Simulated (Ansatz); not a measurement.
KBr: from a migration barrier to a jump rate

These are results of DFT PBEsol, scalar-relativistic, plane waves, PAW (Ansatz 0.2.0), not measurements. The runs took a 420 eV cutoff, a Γ-centred 4×4×2 mesh and Gaussian smearing (0.05 eV). No spin polarisation.

In a supercell of 24 sites an atom of Br jumps into a neighbouring Br vacancy, a = 3.93 Å from site to site in the perfect crystal, with a cell charge of +1 (uniform background, no finite-size correction). A nudged elastic band with 1 inner image puts the highest image 0.368 eV above the start and 0.368 eV above the end. No image climbed, so the top of the path can lie higher. Take it as the barrier; the order of the saddle wasn't checked, and the cell is small.

Task: With an assumed attempt frequency of 10¹³ s⁻¹, how often does the jump happen, and how fast does the vacancy diffuse?

Result: Transition-state theory gives Γ = ν exp(−E/k_BT), and one such jump direction contributes Γa²/6 to the vacancy's diffusion coefficient averaged over directions:

| T (K) | E/k_BT | Γ (1/s) | Γa²/6 (cm²/s) |
| --- | --- | --- | --- |
| 300 | 14.2 | 6.6 × 10^6 | 1.7 × 10^-9 |
| 600 | 7.1 | 8.1 × 10^9 | 2.1 × 10^-6 |
| 1000 | 4.3 | 1.4 × 10^11 | 3.6 × 10^-5 |
| 1500 | 2.8 | 5.8 × 10^11 | 1.5 × 10^-4 |

The rate reaches one jump a second at T = E/(k_B ln 10¹³) = 143 K. The number of equivalent jumps multiplies D if they link up through the crystal; a hop between two sites alone gives no long-range diffusion, which then waits on a higher barrier. In either case the atoms' own diffusion carries the vacancy concentration and a correlation factor besides. Rows above the melting point are formal, and so are rows where E/k_BT falls under about 3, since the theory needs rare jumps.

Task: How much does an error of 0.1 eV in the barrier matter?

Result: It multiplies the rate by exp(0.1 eV/k_BT): 48 at 300 K and 3.2 at 1000 K, more than the usual doubt about ν at low temperature.

Cost: 1 run of about 12 core-minutes, on Arm Neoverse V2 (shared hosts).